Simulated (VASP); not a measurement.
KBr, 2 atoms in the cell. It takes space group Fm-3m (No. 225, cubic). The conventional cell has a = 6.560 Å, b = 6.560 Å, c = 6.560 Å, α = 90.00°, β = 90.00°, γ = 90.00°. K (site symmetry m-3m) has 6 Br at 3.28 Å as nearest neighbours. Around Br (site symmetry m-3m) lie 6 K at 3.28 Å. 

| Item | Value |
| --- | --- |
| Program | VASP 6.6.1 |
| Task | band structure |
| Functional | PBE |
| Potentials or basis | VASP PAW PBE potentials, release 64 (K_sv, Br) |
| Cutoff | 520 eV |
| k mesh | 8 × 8 × 8 |
| Occupations | gaussian, width 0.03 eV |
| Spin | no spin polarisation |
| Further INCAR settings | ALGO = Fast; EDIFF = 1e-06; NBANDS = 15 |

Potentials or basis: VASP PAW PBE potentials, release 64 (K_sv, Br).

Run with:

```sh
$ cat potpaw_PBE.64/K_sv/POTCAR potpaw_PBE.64/Br/POTCAR > POTCAR
$ mpirun -np 1 vasp_std > vasp.out
```

Hardware: 1 thread of Intel(R) Xeon(R) Platinum 8488C (Sapphire Rapids), on a shared host.

Problem. Estimate the wall time of this run.

Solution. It took 77 s on 1 thread of Intel(R) Xeon(R) Platinum 8488C (Sapphire Rapids) (shared host), peak memory 0.23 GiB. Counts: scf iterations 71, k points 29.
